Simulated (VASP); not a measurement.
# SnO2 (Pmmm) in VASP: further runs, part 2 of 3

VASP 6.6.1. Earlier steps stand in the parts before.

### 3 Relaxation of cell and atoms, RPBE

File INCAR:

```
SYSTEM = SnO2
PREC     = Accurate       ! precision mode
ENCUT    = 600            ! plane-wave cutoff, eV
EDIFF    = 1E-6           ! SCF threshold, eV
ISMEAR   = -1             ! smearing method
SIGMA    = 0.05           ! smearing width, eV
LREAL    = .False.        ! projectors in reciprocal space
LASPH    = .True.         ! aspherical terms in the spheres
NELM     = 80             ! most SCF steps
ALGO     = Normal         ! electronic algorithm
ISIF     = 3              ! what is computed and relaxed
LWAVE    = .False.        ! write WAVECAR
LCHARG   = .False.        ! write CHGCAR
GGA      = RP             ! functional
IBRION   = 2              ! ionic algorithm
NSW      = 60             ! ionic steps
EDIFFG   = -0.01          ! ionic threshold
```

File KPOINTS:

```
Automatic mesh
0
Gamma
  9 6 5
  0 0 0
```

File POSCAR:

```
SnO2
1.0
    3.0232700000      0.0000000000      0.0000000000
    0.0000000000      4.9646800000      0.0000000000
    0.0000000000      0.0000000000      5.9769600000
Sn O
1 2
Direct
    0.5000000000      0.5000000000      0.0000000000
    0.0000000000      0.5000000000      0.7757200000
    0.0000000000      0.5000000000      0.2242800000
```

Potentials or basis: VASP PAW PBE potentials, release 64 (Sn_d, O).

Launch:

```sh
$ cat potpaw_PBE.64/Sn_d/POTCAR potpaw_PBE.64/O/POTCAR > POTCAR
$ mpirun -np 1 vasp_std > vasp.out
```

OUTCAR:

```text
SYSTEM = SnO2
   PREC = Accurate
   ENCUT = 600
   EDIFF = 1E-6
   ISMEAR = -1
   LREAL = .False.
   LASPH = .True.
   NELM = 80
   ISIF = 3
   GGA = RP
   IBRION = 2
   NSW = 60
   EDIFFG = -0.01

 ion  position               nearest neighbor table
   1  0.500  0.500  0.000-   2 2.02   3 2.02   2 2.02   3 2.02
   2  0.000  0.500  0.776-   1 2.02   1 2.02
   3  0.000  0.500  0.224-   1 2.02   1 2.02

  LATTYP: Found a simple orthorhombic cell.
 ALAT       =     3.0232700000
 B/A-ratio  =     1.6421556791
 C/A-ratio  =     1.9769851849

  Lattice vectors:

 A1 = (   3.0232700000,   0.0000000000,   0.0000000000)
 A2 = (   0.0000000000,   4.9646800000,   0.0000000000)
 A3 = (   0.0000000000,   0.0000000000,   5.9769600000)

Analysis of symmetry for initial positions (statically):
=====================================================================
 Subroutine PRICEL returns:
 Original cell was already a primitive cell.

 Routine SETGRP: Setting up the symmetry group for a
 simple orthorhombic supercell.

 Subroutine GETGRP returns: Found  8 space group operations
 (whereof  8 operations were pure point group operations)
 out of a pool of  8 trial point group operations.

The static configuration has the point symmetry D_2h.

Analysis of symmetry for dynamics (positions and initial velocities):
=====================================================================
 Subroutine PRICEL returns:
 Original cell was already a primitive cell.

 Routine SETGRP: Setting up the symmetry group for a
 simple orthorhombic supercell.

 Subroutine GETGRP returns: Found  8 space group operations
 (whereof  8 operations were pure point group operations)
 out of a pool of  8 trial point group operations.

The dynamic configuration has the point symmetry D_2h.

[... 135 lines left out ...]
 maximum number of plane-waves:      3022
   NGX = 13   NGY = 19   NGZ = 23

--------------------------------------- Ionic step        1  -------------------------------------------

 number of electron      25.9999999 magnetization

 Free energy of the ion-electron system (eV)
  ---------------------------------------------------
  ext. energy  EPLUGINS =         0.00000000
  ---------------------------------------------------
  free energy    TOTEN  =       -15.36759547 eV

  energy without entropy =      -15.36759540  energy(sigma->0) =      -15.36759543

------------------------ aborting loop because EDIFF is reached ----------------------------------------

  FORCE on cell =-STRESS in cart. coord.  units (eV):
  Direction    XX          YY          ZZ          XY          YZ          ZX
  --------------------------------------------------------------------------------------
  -------------------------------------------------------------------------------------
  Total        1.5713093      0.2829878      1.1738461      0.0000000      0.0000000      0.0000000
  in kB       28.0623286      5.0539357     20.9639533      0.0000000      0.0000000      0.0000000
  external PRESSURE =      18.0267392 kB  Pullay stress =       0.0000000 kB
[... 92 lines left out ...]
  FREE ENERGIE OF THE ION-ELECTRON SYSTEM (eV)
  ---------------------------------------------------
  free  energy   TOTEN  =       -15.3796857647 eV

  energy  without entropy=      -15.3796856693  energy(sigma->0) =      -15.37968572

[... ionic steps 4 to 27 ...]

--------------------------------------- Ionic step       28  -------------------------------------------

 number of electron      26.0000021 magnetization

------------------------ aborting loop because EDIFF is reached ----------------------------------------
[... 69 lines left out ...]
--------------------------------------- Ionic step       30  -------------------------------------------

 number of electron      26.0000021 magnetization

 Free energy of the ion-electron system (eV)
  ---------------------------------------------------
  ext. energy  EPLUGINS =         0.00000000
  ---------------------------------------------------
  free energy    TOTEN  =       -15.41769019 eV

  energy without entropy =      -15.41769018  energy(sigma->0) =      -15.41769018

 E-fermi :  -1.5870     XC(G=0):  -5.4249

 val. band max:       -2.4665567219   @ k =   0.4444   0.5000   0.0000
 cond. band min:      -0.8317676028   @ k =   0.0000   0.0000   0.0000
 fundamental gap:      1.6347891192
 Fermi energy:        -1.5869515365

 k-point     1 :       0.0000    0.0000    0.0000
  band No.  band energies     occupation
      1     -23.6813      2.00000
      2     -23.0228      2.00000
      3     -22.9330      2.00000
      4     -22.8098      2.00000
      5     -22.7787      2.00000
      6     -19.4674      2.00000
[... 457 lines left out ...]
      4     -23.0047      2.00000
      5     -22.6193      2.00000
      6     -19.3562      2.00000
[... 9 lines left out ...]
     16       4.3124      0.00000
     17       5.9064      0.00000

 [... further k-points ...]
[... 5 lines left out ...]
  --------------------------------------------------------------------------------------
  -------------------------------------------------------------------------------------
  Total        0.0143675      0.0089174      0.0272503      0.0000000      0.0000000      0.0000000
  in kB        0.2020240      0.1253891      0.3831712      0.0000000      0.0000000      0.0000000
  external PRESSURE =       0.2368614 kB  Pullay stress =       0.0000000 kB
[... 18 lines left out ...]
  FREE ENERGIE OF THE ION-ELECTRON SYSTEM (eV)
  ---------------------------------------------------
  free  energy   TOTEN  =       -15.4176901880 eV

  energy  without entropy=      -15.4176901812  energy(sigma->0) =      -15.41769018

 reached required accuracy - stopping structural energy minimisation
```

It took 11 min on 1 thread of Intel Xeon 6975P-C (Granite Rapids), shared host; peak memory 0.28 GiB.

What came out:

* Free energy: -15.4177 eV
* Relaxed volume: 37.98 Å³/atom
* Relaxed cell: a = 3.051 Å, b = 5.710 Å, c = 6.540 Å, α = 90.00°, β = 90.00°, γ = 90.00°
* Space group after relaxing (to 0.05 Å): Pmmm (No. 47)
* Energy gained by relaxing: 16.7 meV/atom
* Ionic steps: 30
* Pressure after relaxing: 0.0 GPa
* Largest force after relaxing: 0.004 eV/Å
* Band gap on the k mesh: 1.63 eV, indirect (least direct gap 2.09 eV)

Forces on the atoms (eV/Å):
```
Sn   0.000  0.000  0.000
O    0.000  0.000 -0.004
O    0.000  0.000  0.004
```

The path:
| step | energy change (eV) | largest force (eV/Å) | pressure (GPa) | volume (Å³) |
| --- | --- | --- | --- | --- |
| 1 | 0.0000 | 0.3053 | 1.80 | 89.71 |
| 2 | 0.0284 | 0.7596 | -2.35 | 94.14 |
| 3 | -0.0121 | 0.1001 | 0.18 | 91.23 |
| 4 | -0.0121 | 0.0931 | 0.24 | 91.20 |
| 5 | -0.0140 | 0.0695 | 0.20 | 91.80 |
| 6 | -0.0187 | 0.0010 | 0.16 | 93.62 |
| 7 | -0.0230 | 0.1487 | 0.09 | 97.31 |
| 8 | -0.0238 | 0.1449 | 0.10 | 97.54 |
| 9 | -0.0260 | 0.1338 | 0.09 | 98.22 |
| 10 | -0.0302 | 0.1121 | 0.10 | 99.59 |
| 11 | -0.0374 | 0.0706 | 0.10 | 102.35 |
| 12 | -0.0467 | 0.0036 | 0.14 | 107.96 |
| 13 | -0.0402 | 0.1182 | 0.11 | 119.50 |
| 14 | -0.0488 | 0.0152 | 0.19 | 111.14 |
| 15 | -0.0489 | 0.0290 | 0.18 | 112.27 |
| 16 | -0.0495 | 0.0771 | -0.08 | 114.25 |
| 17 | -0.0495 | 0.0721 | -0.05 | 114.04 |
| 18 | -0.0498 | 0.0086 | 0.01 | 114.13 |
| 19 | -0.0498 | 0.0018 | 0.03 | 114.14 |
| 20 | -0.0498 | 0.0119 | 0.03 | 114.17 |
| 21 | -0.0498 | 0.0002 | 0.02 | 114.15 |
| 22 | -0.0498 | 0.0071 | -0.02 | 114.21 |
| 23 | -0.0498 | 0.0074 | -0.01 | 114.21 |
| 24 | -0.0498 | 0.0091 | -0.03 | 114.22 |
| 25 | -0.0498 | 0.0087 | -0.03 | 114.22 |
| 26 | -0.0499 | 0.0073 | -0.03 | 114.19 |
| 27 | -0.0500 | 0.0045 | -0.02 | 114.13 |
| 28 | -0.0501 | 0.0014 | -0.02 | 114.01 |
| 29 | -0.0501 | 0.0049 | 0.05 | 113.91 |
| 30 | -0.0501 | 0.0039 | 0.02 | 113.94 |

Final structure:
```
Sn O
1.0
     3.05131    0.00000    0.00000
     0.00000    5.70984    0.00000
     0.00000    0.00000    6.54002
Sn O
1 2
Cartesian
  1.5257 2.8549 0.0000
  0.0000 2.8549 5.1891
  0.0000 2.8549 1.3510
```

Levels at points of the mesh, in eV from the valence-band top:
```csv
k point,band 9,band 10,band 11,band 12,band 13,band 14,band 15,band 16,band 17
"(0.00, 0.00, 0.00)",-2.60,-2.10,-0.84,-0.77,-0.46,1.63,4.46,6.10,6.38
"(0.00, 0.50, 0.00)",-2.72,-2.10,-0.88,-0.76,-0.46,2.05,3.53,6.93,7.09
```

Caveat: the volume moved by over 15 % at a fixed basis, so the end points are rough; the PAW data sets were made with another functional, which shifts forces and pressure a little; spin-orbit coupling is left out, which moves the levels of the heavy elements; an odd mesh through Γ misses points on the zone boundary, where band edges often lie.

(Part 2 of 3 ends here.)
